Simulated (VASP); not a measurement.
Here is a VASP 6.6.1 calculation.

File INCAR:

```
SYSTEM = MgO
  ALGO = Normal
  EDIFF = 1E-6
  EDIFFG = -0.01
  ENCUT = 600
  IBRION = 2
  ISIF = 3
  ISMEAR = 0
  LASPH = .True.
  LCHARG = .False.
  LMIXTAU = .True.
  LREAL = .False.
  LWAVE = .False.
  METAGGA = R2SCAN
  NELM = 80
  NSW = 90
  PREC = Accurate
  SIGMA = 0.03
```

Contents of KPOINTS:

```
k-points
0
Gamma
  12 12 12
  0 0 0
```

The input POSCAR:

```
MgO
1.0
    0.0000000000      2.1085000000      2.1085000000
    2.1085000000      0.0000000000      2.1085000000
    2.1085000000      2.1085000000      0.0000000000
Mg O
1 1
Direct
    0.0000000000      0.0000000000      0.0000000000
    0.5000000000      0.5000000000      0.5000000000
```

Potentials or basis: VASP PAW PBE potentials, release 64 (Mg, O).

Launch:

```sh
$ cat potpaw_PBE.64/Mg/POTCAR potpaw_PBE.64/O/POTCAR > POTCAR
$ mpirun -np 1 vasp_std > vasp.out
```

(1) What does it give for the band gap on the k mesh?

(2) Estimate the relaxed cell.

(3) Estimate the relaxed volume.

## Answers

(1) 5.75 eV, direct.

(2) a = 2.965 Å, b = 2.965 Å, c = 2.965 Å, α = 60.00°, β = 60.00°, γ = 60.00°.

(3) 9.21 Å³/atom.

Caveat: the PAW data sets were made with another functional, which shifts forces and pressure a little.
